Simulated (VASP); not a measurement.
Write the native input for VASP 6.6.1 that does the following.

```yaml
Task: relaxation of cell and atoms
Functional: PBE
Potentials_or_basis: VASP PAW PBE potentials, release 64 (Ga_d, In_d, P)
Cutoff: 600 eV
k_mesh: 6 × 6 × 4
Occupations: gaussian, width 0.03 eV
Spin: no spin polarisation
Further_INCAR_settings: ALGO = Normal; EDIFF = 1e-06; IBRION = 2; EDIFFG = -0.01; NSW = 90; ISIF = 3
```

The structure of In3Ga5P8 lies in POSCAR:

```
In3Ga5P8
1.0
    0.0000000000      5.6044375000     -5.6044375000
    5.6044375000      5.6044375000      0.0000000000
    5.6044375000      0.0000000000     -5.6044375000
Ga In P
5 3 8
Direct
    0.5000000000      0.0000000000      0.5000000000
    0.5000000000      0.5000000000      0.5000000000
    0.0000000000      0.0000000000      0.5000000000
    0.0000000000      0.5000000000      0.5000000000
    0.5000000000      0.0000000000      0.0000000000
    0.5000000000      0.5000000000      0.0000000000
    0.0000000000      0.0000000000      0.0000000000
    0.0000000000      0.5000000000      0.0000000000
    0.3750000000      0.3750000000      0.3750000000
    0.3750000000      0.8750000000      0.3750000000
    0.8750000000      0.3750000000      0.3750000000
    0.8750000000      0.8750000000      0.3750000000
    0.3750000000      0.3750000000      0.8750000000
    0.3750000000      0.8750000000      0.8750000000
    0.8750000000      0.3750000000      0.8750000000
    0.8750000000      0.8750000000      0.8750000000
```

The cell was built by a generator and needn't be a form met in nature.

These files were run (other wordings do the same):

INCAR

```
SYSTEM = In3Ga5P8
PREC = Accurate
ENCUT = 600
EDIFF = 1E-6
ISMEAR = 0
SIGMA = 0.03
LREAL = .False.
LASPH = .True.
NELM = 80
ALGO = Normal
ISIF = 3
LWAVE = .False.
LCHARG = .False.
GGA = PE
IBRION = 2
NSW = 90
EDIFFG = -0.01
KPAR = 4
```

KPOINTS

```
regular mesh
0
Gamma
  6 6 4
  0 0 0
```

Potentials or basis: VASP PAW PBE potentials, release 64 (Ga_d, In_d, P).

Launch:

```console
$ cat potpaw_PBE.64/Ga_d/POTCAR potpaw_PBE.64/In_d/POTCAR potpaw_PBE.64/P/POTCAR > POTCAR
$ mpirun -np 4 vasp_std > vasp.out
```

It gave:

```
Relaxed volume                         : 22.93 Å³/atom
Relaxed cell                           : a = 8.031 Å, b = 8.031 Å, c = 8.040 Å, α = 60.04°, β = 60.04°, γ = 60.00°
Space group after relaxing (to 0.05 Å) : R3m (No. 160)
Energy gained by relaxing              : 47.1 meV/atom
Ionic steps                            : 8
Pressure after relaxing                : 0.0 GPa
Largest force after relaxing           : 0.009 eV/Å
Band gap on the k mesh                 : 0.70 eV, direct
```

Caveat: spin-orbit coupling is left out, which moves the levels of the heavy elements.

It took 37 min on 4 MPI ranks on AMD EPYC 9R45 96-Core Processor (Zen 5) (shared host), peak memory 1.4 GiB a rank.
